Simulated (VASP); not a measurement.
# InSb (F-43m) in VASP: notebook, part 2 of 2

VASP 6.6.1. The steps go on from the part before.

## (3) Band structure, PBE0

The input, POSCAR:

```
InSb                                    
1.0
    0.0000000000      3.2603245802      3.2603245802
    3.2603245802      0.0000000000      3.2603245802
    3.2603245802      3.2603245802      0.0000000000
  In              Sb            
     1     1
Direct
     0.0000000000000000    0.0000000000000000    0.0000000000000000
     0.2500000000000000    0.2500000000000000    0.2500000000000000
```

The input, INCAR.step1:

```
SYSTEM = InSb
PREC = Accurate
ENCUT = 520
EDIFF = 1E-5
ISMEAR = 0
SIGMA = 0.03
LREAL = .False.
LASPH = .True.
NELM = 80
ALGO = Normal
ISIF = 2
LWAVE = .True.
LCHARG = .False.
KPAR = 8
GGA = PE
```

The input, INCAR.step2:

```
SYSTEM = InSb
PREC = Accurate
ENCUT = 520
EDIFF = 1E-6
ISMEAR = 0
SIGMA = 0.03
LREAL = .False.
LASPH = .True.
NELM = 80
ALGO = Normal
ISIF = 2
LWAVE = .False.
LCHARG = .False.
GGA = PE
LHFCALC = .True.
AEXX = 0.25
PRECFOCK = Fast
HFRCUT = -1
KPAR = 8
ISTART = 1
```

The input, KPOINTS:

```
Automatic mesh
0
Gamma
  6 6 6
  0 0 0
```

The input, KPOINTS_OPT:

```
explicit points
6
Reciprocal
 0.0000000000  0.0000000000  0.0000000000 1
 0.3750000000  0.3750000000  0.7500000000 1
 0.5000000000  0.5000000000  0.5000000000 1
 0.6250000000  0.2500000000  0.6250000000 1
 0.5000000000  0.2500000000  0.7500000000 1
 0.5000000000  0.0000000000  0.5000000000 1
```

Potentials or basis: VASP PAW PBE potentials, release 64 (In_d, Sb).

Run with:

```bash
$ cat potpaw_PBE.64/In_d/POTCAR potpaw_PBE.64/Sb/POTCAR > POTCAR
$ cp INCAR.step1 INCAR
$ mpirun -np 8 vasp_std > vasp.out
$ cp INCAR.step2 INCAR
$ mpirun -np 8 vasp_std > vasp.out
```

OUTCAR:

```text
SYSTEM = InSb
   PREC = Accurate
   ENCUT = 520
   EDIFF = 1E-6
   ISMEAR = 0
   LREAL = .False.
   LASPH = .True.
   NELM = 80
   ISIF = 2
   GGA = PE
   LHFCALC = .True.
   AEXX = 0.25
   PRECFOCK = Fast
   ISTART = 1

 ion  position               nearest neighbor table
   1  0.000  0.000  0.000-   2 2.82   2 2.82   2 2.82   2 2.82
   2  0.250  0.250  0.250-   1 2.82   1 2.82   1 2.82   1 2.82

  LATTYP: Found a face centered cubic cell.
 ALAT       =     6.5206491604

  Lattice vectors:

 A1 = (   0.0000000000,   3.2603245802,   3.2603245802)
 A2 = (   3.2603245802,   0.0000000000,   3.2603245802)
 A3 = (   3.2603245802,   3.2603245802,   0.0000000000)

Analysis of symmetry for initial positions (statically):
=====================================================================
 Subroutine PRICEL returns:
 Original cell was already a primitive cell.

 Routine SETGRP: Setting up the symmetry group for a
 face centered cubic supercell.

 Subroutine GETGRP returns: Found 24 space group operations
 (whereof 24 operations were pure point group operations)
 out of a pool of 48 trial point group operations.

The static configuration has the point symmetry T_d .

[... 174 lines left out ...]
      5     -12.1675      2.00000
      6      -7.5253      2.00000
      7       4.2087      2.00000
      8       4.2087      2.00000
      9       4.2087      2.00000
     10       5.1543      0.00000
     11       8.4815      0.00000
     12       8.4815      0.00000
     13       8.4815      0.00000
[... 226 lines left out ...]
  band No.  band energies     occupation
      1     -12.3131      2.00000
      2     -12.2220      2.00000
      3     -12.2138      2.00000
      4     -12.1792      2.00000
      5     -12.1637      2.00000
      6      -5.3552      2.00000
      7      -2.1351      2.00000
      8       1.2570      2.00000
      9       1.3822      2.00000
     10       8.1980      0.00000
     11       8.2041      0.00000
     12      11.3819      0.00000
     13      11.6003      0.00000

------------------------ aborting loop because EDIFF is reached ----------------------------------------

  FORCE on cell =-STRESS in cart. coord.  units (eV):
  Direction    XX          YY          ZZ          XY          YZ          ZX
  --------------------------------------------------------------------------------------
  -------------------------------------------------------------------------------------
  Total       -0.0918493     -0.0918493     -0.0918493      0.0000000      0.0000000     -0.0000000
  in kB       -2.1231161     -2.1231161     -2.1231161      0.0000000      0.0000000     -0.0000000
  external PRESSURE =      -2.1231161 kB  Pullay stress =       0.0000000 kB

 VOLUME and BASIS-vectors are now :
 -----------------------------------------------------------------------------
  energy-cutoff  :      520.00
  volume of cell :       69.31
      direct lattice vectors                 reciprocal lattice vectors
     0.000000000  3.260324580  3.260324580    -0.153358964  0.153358964  0.153358964
     3.260324580  0.000000000  3.260324580     0.153358964 -0.153358964  0.153358964
     3.260324580  3.260324580  0.000000000     0.153358964  0.153358964 -0.153358964

 POSITION                                       TOTAL-FORCE (eV/Angst)
 -----------------------------------------------------------------------------------
      0.00000      0.00000      0.00000        -0.000000     -0.000000     -0.000000
      1.63016      1.63016      1.63016         0.000000      0.000000      0.000000
 -----------------------------------------------------------------------------------
    total drift:                                0.000005      0.000024      0.000013

  FREE ENERGIE OF THE ION-ELECTRON SYSTEM (eV)
  ---------------------------------------------------
  free  energy   TOTEN  =        -9.3242966450 eV

  energy  without entropy=       -9.3242966450  energy(sigma->0) =       -9.32429665
```

OSZICAR.step1:

```text
N       E                     dE             d eps       ncg     rms          rms(c)
DAV:   1     0.108995497992E+03    0.10900E+03   -0.79400E+03   416   0.138E+03
DAV:   2     0.103033220685E+01   -0.10797E+03   -0.10523E+03   431   0.307E+02
DAV:   3    -0.680375510342E+01   -0.78341E+01   -0.76630E+01   551   0.866E+01
DAV:   4    -0.700503437596E+01   -0.20128E+00   -0.20118E+00   467   0.167E+01
DAV:   5    -0.701574253160E+01   -0.10708E-01   -0.10708E-01   609   0.331E+00    0.405E+00
DAV:   6    -0.691802587250E+01    0.97717E-01   -0.18063E-01   559   0.722E+00    0.236E+00
DAV:   7    -0.690494990947E+01    0.13076E-01   -0.77961E-02   534   0.300E+00    0.635E-01
DAV:   8    -0.690603122736E+01   -0.10813E-02   -0.82841E-03   566   0.125E+00    0.265E-01
DAV:   9    -0.690665242612E+01   -0.62120E-03   -0.89156E-04   476   0.318E-01    0.763E-02
DAV:  10    -0.690673802670E+01   -0.85601E-04   -0.63636E-05   496   0.561E-02    0.329E-02
DAV:  11    -0.690678333865E+01   -0.45312E-04   -0.75500E-05   446   0.621E-02    0.183E-02
DAV:  12    -0.690678447710E+01   -0.11385E-05   -0.85533E-07   313   0.819E-03
   1 F= -.69067845E+01 E0= -.69066774E+01  d E =-.214253E-03
```

Wall time 3.6 min (8 MPI ranks of AMD EPYC 9R45 (Zen 5), shared host); peak memory 0.27 GiB.

What came out:

```
Free energy             : -9.3243 eV
Pressure                : -0.2 GPa
Band gap on the k mesh  : 0.95 eV, direct
Band gap along the path : 0.95 eV, direct
```

Levels at points of the mesh, in eV from the valence-band top:
| k point | band 5 | band 6 | band 7 | band 8 | band 9 | band 10 | band 11 | band 12 | band 13 |
| --- | --- | --- | --- | --- | --- | --- | --- | --- | --- |
| (0.00, 0.00, 0.00) | -16.38 | -11.73 | 0.00 | 0.00 | 0.00 | 0.95 | 4.27 | 4.27 | 4.27 |
| (0.50, 0.00, 0.00) | -16.38 | -10.26 | -6.12 | -1.09 | -1.09 | 1.71 | 5.16 | 5.16 | 7.52 |
| (0.50, 0.50, 0.00) | -16.37 | -9.59 | -6.43 | -2.46 | -2.46 | 2.53 | 2.53 | 9.86 | 9.86 |

Caveat: the PAW data sets were made with another functional, which shifts forces and pressure a little; spin-orbit coupling is left out, which moves the levels of the heavy elements.

## (4) Band structure, HSE06, spin-orbit coupling, no magnetisation

The input, POSCAR:

```
InSb                                    
1.0
    0.0000000000      3.2603245811      3.2603245811
    3.2603245811      0.0000000000      3.2603245811
    3.2603245811      3.2603245811      0.0000000000
  In              Sb            
     1     1
Direct
     0.0000000000000000    0.0000000000000000    0.0000000000000000
     0.2500000000000000    0.2500000000000000    0.2500000000000000
```

The input, INCAR.step1:

```
  ALGO = Normal
  EDIFF = 1E-5
  ENCUT = 520
  GGA = PE
  GGA_COMPAT = F
  ISIF = 2
  ISMEAR = 0
  KPAR = 4
  LASPH = T
  LCHARG = F
  LORBIT = 11
  LREAL = F
  LSORBIT = T
  LWAVE = T
  MAGMOM = 0 0 0 0 0 0
  NELM = 80
  PREC = Accurate
  SIGMA = 0.03
```

The input, INCAR.step2:

```
  ALGO = Normal
  EDIFF = 1E-6
  ENCUT = 520
  GGA = PE
  GGA_COMPAT = F
  HFSCREEN = 0.2
  ISIF = 2
  ISMEAR = 0
  ISTART = 1
  KPAR = 4
  LASPH = T
  LCHARG = F
  LHFCALC = T
  LORBIT = 11
  LREAL = F
  LSORBIT = T
  LWAVE = F
  MAGMOM = 0 0 0 0 0 0
  NELM = 80
  PREC = Accurate
  PRECFOCK = Fast
  SIGMA = 0.03
```

The input, KPOINTS:

```
k-points
0
Gamma
  4 4 4
```

KPOINTS_OPT is that of step 3.

Potentials or basis: VASP PAW PBE potentials, release 64 (In_d, Sb).

Run with:

```bash
$ cat potpaw_PBE.64/In_d/POTCAR potpaw_PBE.64/Sb/POTCAR > POTCAR
$ cp INCAR.step1 INCAR
$ mpirun -np 4 vasp_ncl > vasp.out
$ cp INCAR.step2 INCAR
$ mpirun -np 4 vasp_ncl > vasp.out
```

OUTCAR:

```text
EDIFF = 1E-6
   ENCUT = 520
   GGA = PE
   HFSCREEN = 0.2
   ISIF = 2
   ISMEAR = 0
   ISTART = 1
   LASPH = T
   LHFCALC = T
   LORBIT = 11
   LREAL = F
   LSORBIT = T
   NELM = 80
   PREC = Accurate
   PRECFOCK = Fast

 ion  position               nearest neighbor table
   1  0.000  0.000  0.000-   2 2.82   2 2.82   2 2.82   2 2.82
   2  0.250  0.250  0.250-   1 2.82   1 2.82   1 2.82   1 2.82

  LATTYP: Found a face centered cubic cell.
 ALAT       =     6.5206491622

  Lattice vectors:

 A1 = (   0.0000000000,   3.2603245811,   3.2603245811)
 A2 = (   3.2603245811,   0.0000000000,   3.2603245811)
 A3 = (   3.2603245811,   3.2603245811,   0.0000000000)

Analysis of symmetry for initial positions (statically):
=====================================================================
 Subroutine PRICEL returns:
 Original cell was already a primitive cell.

 Routine SETGRP: Setting up the symmetry group for a
 face centered cubic supercell.

 Subroutine GETGRP returns: Found 24 space group operations
 (whereof 24 operations were pure point group operations)
 out of a pool of 48 trial point group operations.

The static configuration has the point symmetry T_d .

Analysis of symmetry for dynamics (positions and initial velocities):
=====================================================================
 Subroutine PRICEL returns:
 Original cell was already a primitive cell.

 Routine SETGRP: Setting up the symmetry group for a
 face centered cubic supercell.

 Subroutine GETGRP returns: Found 24 space group operations
 (whereof 24 operations were pure point group operations)
 out of a pool of 48 trial point group operations.

The dynamic configuration has the point symmetry T_d .

Analysis of structural, dynamic, and magnetic symmetry:
[... 473 lines left out ...]
      0.00000      0.00000      0.00000        -0.000000     -0.000000     -0.000000
      1.63016      1.63016      1.63016         0.000000      0.000000      0.000000
 -----------------------------------------------------------------------------------
    total drift:                                0.000002     -0.000001      0.000002

  FREE ENERGIE OF THE ION-ELECTRON SYSTEM (eV)
  ---------------------------------------------------
  free  energy   TOTEN  =        -8.4597556672 eV

  energy  without entropy=       -8.4597556654  energy(sigma->0) =       -8.45975567

 Spin-Orbit-Coupling matrix elements

 Ion:    1  E_soc:     -0.0685729
 l=   1
     0.0000000    -0.0052960    -0.0052960
    -0.0052960     0.0000000    -0.0052960
    -0.0052960    -0.0052960     0.0000000
 l=   2
     0.0000000    -0.0012386     0.0000000    -0.0012386    -0.0048942
    -0.0012386     0.0000000    -0.0036707    -0.0012386    -0.0012235
     0.0000000    -0.0036707     0.0000000    -0.0036706     0.0000000
    -0.0012386    -0.0012386    -0.0036706     0.0000000    -0.0012236
    -0.0048942    -0.0012235     0.0000000    -0.0012236     0.0000000
 l=   3
     0.0000000     0.0000000     0.0000000     0.0000000     0.0000000     0.0000000     0.0000000
     0.0000000     0.0000000     0.0000000     0.0000000     0.0000000     0.0000000     0.0000000
     0.0000000     0.0000000     0.0000000     0.0000000     0.0000000     0.0000000     0.0000000
     0.0000000     0.0000000     0.0000000     0.0000000     0.0000000     0.0000000     0.0000000
     0.0000000     0.0000000     0.0000000     0.0000000     0.0000000     0.0000000     0.0000000
     0.0000000     0.0000000     0.0000000     0.0000000     0.0000000     0.0000000     0.0000000
     0.0000000     0.0000000     0.0000000     0.0000000     0.0000000     0.0000000     0.0000000

 Ion:    2  E_soc:     -0.1167017
 l=   1
     0.0000000    -0.0193528    -0.0193527
    -0.0193528     0.0000000    -0.0193528
    -0.0193527    -0.0193528     0.0000000
 l=   2
     0.0000000    -0.0000451     0.0000000    -0.0000451    -0.0000525
    -0.0000451     0.0000000    -0.0000393    -0.0000451    -0.0000131
     0.0000000    -0.0000393     0.0000000    -0.0000393     0.0000000
    -0.0000451    -0.0000451    -0.0000393     0.0000000    -0.0000131
    -0.0000525    -0.0000131     0.0000000    -0.0000131     0.0000000
 l=   3
     0.0000000     0.0000000     0.0000000     0.0000000     0.0000000     0.0000000     0.0000000
     0.0000000     0.0000000     0.0000000     0.0000000     0.0000000     0.0000000     0.0000000
     0.0000000     0.0000000     0.0000000     0.0000000     0.0000000     0.0000000     0.0000000
     0.0000000     0.0000000     0.0000000     0.0000000     0.0000000     0.0000000     0.0000000
     0.0000000     0.0000000     0.0000000     0.0000000     0.0000000     0.0000000     0.0000000
     0.0000000     0.0000000     0.0000000     0.0000000     0.0000000     0.0000000     0.0000000
     0.0000000     0.0000000     0.0000000     0.0000000     0.0000000     0.0000000     0.0000000

 total charge

# of ion       s       p       d       tot
------------------------------------------
    1        0.864   0.720   9.880  11.464
    2        1.133   1.559   0.020   2.712
--------------------------------------------------
tot          1.996   2.279   9.901  14.176

 magnetization (x)

# of ion       s       p       d       tot
------------------------------------------
    1        0.000  -0.000  -0.000  -0.000
    2        0.000  -0.000  -0.000  -0.000
--------------------------------------------------
tot          0.000  -0.000  -0.000  -0.000

 magnetization (y)

# of ion       s       p       d       tot
------------------------------------------
    1       -0.000   0.000   0.000   0.000
    2        0.000   0.000   0.000   0.000
--------------------------------------------------
tot         -0.000   0.000   0.000   0.000

 magnetization (z)

# of ion       s       p       d       tot
------------------------------------------
    1        0.000  -0.000  -0.000  -0.000
    2        0.000  -0.000   0.000  -0.000
--------------------------------------------------
tot          0.000  -0.000  -0.000  -0.000
```

It took 30 min on 4 MPI ranks of Intel Xeon Platinum 8375C at 2.90GHz (Ice Lake), shared host; peak memory 0.48 GiB.

What came out:

```yaml
Free_energy: -8.4598 eV
Pressure: 0.2 GPa
Valence_electrons_inside_the_program's_atomic_spheres: In 11.46; Sb 2.71
```

Caveat: the k mesh is coarse (spacing up to 0.42 Å⁻¹), so the values aren't converged, least of all with exact exchange; the PAW data sets were made with another functional, which shifts forces and pressure a little.

## (5) The runs side by side

| level | spin | k mesh | screening parameter | exchange at q = 0 | mesh quality | gap on the mesh (eV) | pressure (GPa) |
| --- | --- | --- | --- | --- | --- | --- | --- |
| HSE06 | off | 6 × 6 × 6 | 0.2 1/A | - | not flagged | 0.41 | 0.1 |
| PBE0 | off | 6 × 6 × 6 | - | truncated | not flagged | 0.95 | -0.2 |
| HSE06 | SOC, no magnetisation | 4 × 4 × 4 | 0.2 1/A | - | coarse | - | 0.2 |

Alike in all rows: task band structure; potentials or basis VASP PAW PBE potentials, release 64 (In_d, Sb); cell as given; cutoff (eV) 520; smearing gaussian 0.03 eV.

Caveats: some runs use coarse meshes; the PAW data sets were made with another functional, which shifts forces and pressure a little; spin-orbit coupling is left out, which moves the levels of the heavy elements (some runs).

Absolute energies hang on the potentials; compare differences alone.

## (6) Comparison with measurements

Step 2. Against the measured gap of InSb, 0.24 eV (quoted in “Electronic Structure and Epitaxy of CdTe Shells on InSb Nanowires”, 2021, arxiv:2111.05126), the calculated 0.41 eV is off by +0.17 eV. Spin-orbit coupling on In, Sb is left out. The value is that of HSE06, without temperature or zero-point motion.

Step 3. A measured gap of InSb is 0.24 eV (quoted in “Electronic Structure and Epitaxy of CdTe Shells on InSb Nanowires”, 2021, arxiv:2111.05126); the calculated 0.95 eV misses it by +0.71 eV. Spin-orbit coupling on In, Sb is left out. The value is that of PBE0, without temperature or zero-point motion.
